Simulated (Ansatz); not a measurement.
# Sn: the cost of one run

Method: DFT PBEsol, scalar-relativistic, plane waves, PAW, in Ansatz 0.2.0.

## 1. Starting point

It takes space group Fd-3m (No. 227, cubic). The conventional cell has a = 6.491 Å, b = 6.491 Å, c = 6.491 Å, α = 90.00°, β = 90.00°, γ = 90.00°. Around Sn (site symmetry -43m) lie 4 Sn at 2.81 Å.

Coordinates:

```
CELL_PARAMETERS angstrom
0.00000 3.24560 3.24560
3.24560 0.00000 3.24560
3.24560 3.24560 0.00000
ATOMIC_POSITIONS crystal
Sn 0.50000 0.50000 0.50000
Sn 0.75000 0.75000 0.75000
```

The cell is taken as given, not relaxed at this level.

## 2. The reference cell

The reference gives a free energy of -11899.5034 eV, pressure 0.99 GPa, largest force 0.000 eV/Å and gap on the mesh none (metal). It was computed beforehand with the settings of the runs below.

## 3. Next: one atom moved over a plane

Atom 1 (Sn) is moved by p along (1.000, 0.000, 0.000) and q along (0.000, 0.000, 1.000) (Å), all else fixed; its images in the other cells move with it. Points alike by symmetry are run once.

## 4. p = -0.300, q = -0.300

The input, input.yaml:

```yaml
crystal:
  lattice:
    - [0.0, 3.2456, 3.2456]
    - [3.2456, 0.0, 3.2456]
    - [3.2456, 3.2456, 0.0]
  atoms:
    - { symbol: Sn, position: [0.5, 0.4075671679, 0.5] }
    - { symbol: Sn, position: [0.75, 0.75, 0.75] }
basis:
  ecutwfc: 420
kpoints:
  mp_grid: { grid: [12, 12, 12] }
hamiltonian:
  xc: pbesol
scf:
  occupations: { method: gaussian, width: 0.15 }
output:
  forces: true
  stress: true
  eigenvalues: true
```

Command:

```
ansatz run input.yaml --threads 1 --pin off --max-ram 2560MiB --backend cpu --events-out ev --progress --plain --runs-dir out
```

Q: Estimate wall time and peak memory on 1 thread of Intel Xeon at 2.70GHz, shared host.

About 25 s, with a peak of 0.71 GiB.
